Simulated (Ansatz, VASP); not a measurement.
# Two plane-wave programs on N

Contents of INCAR:

```
SYSTEM = N
  PREC = Accurate
  ENCUT = 520
  EDIFF = 1E-7
  ISMEAR = 0
  SIGMA = 0.05
  LREAL = .False.
  LASPH = .True.
  NELM = 100
  ALGO = Normal
  ISIF = 2
  LWAVE = .False.
  LCHARG = .False.
  GGA = PS
  NBANDS = 18
```

The input KPOINTS:

```
regular mesh
0
Gamma
  6 6 4
  0 0 0
```

POSCAR

```
N
1.0
    3.8338541858      0.0000000000      0.0000000000
   -1.9169270929      3.3202151193      0.0000000000
    0.0000000000      0.0000000000      7.0060035100
N
4
Direct
    0.3333333333      0.6666666667      0.3289300400
    0.3333333333      0.6666666667      0.1710699600
    0.6666666667      0.3333333333      0.8289300400
    0.6666666667      0.3333333333      0.6710699600
```

Input for Ansatz:

```yaml
crystal:
  lattice:
    - [3.8338541858, 0.0, 0.0]
    - [-1.9169270929, 3.3202151193, 0.0]
    - [0.0, 0.0, 7.00600351]
  atoms:
    - { symbol: "N", position: [0.3333333333, 0.6666666667, 0.32893004] }
    - { symbol: "N", position: [0.3333333333, 0.6666666667, 0.17106996] }
    - { symbol: "N", position: [0.6666666667, 0.3333333333, 0.82893004] }
    - { symbol: "N", position: [0.6666666667, 0.3333333333, 0.67106996] }
basis:
  ecutwfc: 420
kpoints:
  mp_grid: { grid: [6, 6, 4] }
hamiltonian:
  xc: pbesol
scf:
  occupations: { method: gaussian, width: 0.05 }
output:
  forces: true
  stress: true
  eigenvalues: true
```

Change from the starting cell: strain -0.080 along x and y, +0.000 along z, atoms carried along.

Alike in both runs: task single point; functional PBEsol; k mesh 6 × 6 × 4; occupations gaussian, width 0.05 eV; no spin polarisation.

```csv
,VASP,Ansatz
version,VASP 6.6.1,Ansatz 0.2.0
potentials or method,"VASP PAW PBE potentials, release 64 (N)","scalar-relativistic, plane waves, PAW"
plane-wave cutoff (eV),520,420
valence electrons in the cell,20,20
```

```tsv
	VASP	Ansatz	Ansatz less VASP
gap on the k mesh at the Fermi level (eV)	6.74	6.79	+0.047
least direct gap on the mesh (eV)	7.01	7.05	+0.045
pressure (GPa)	1.5	-0.6	-2.05
largest component of the traceless stress (GPa)	2.37	2.15	-0.224
rms of the force components (eV/Å)	0.512	0.487	-0.0253
```

Atom by atom the forces differ by 0.999 eV/Å (rms over components).

Caveats: the standard files for N, O and F lose accuracy on very short bonds; the PAW data sets were made with another functional, which shifts forces and pressure a little (VASP). A k mesh can miss the band edges.
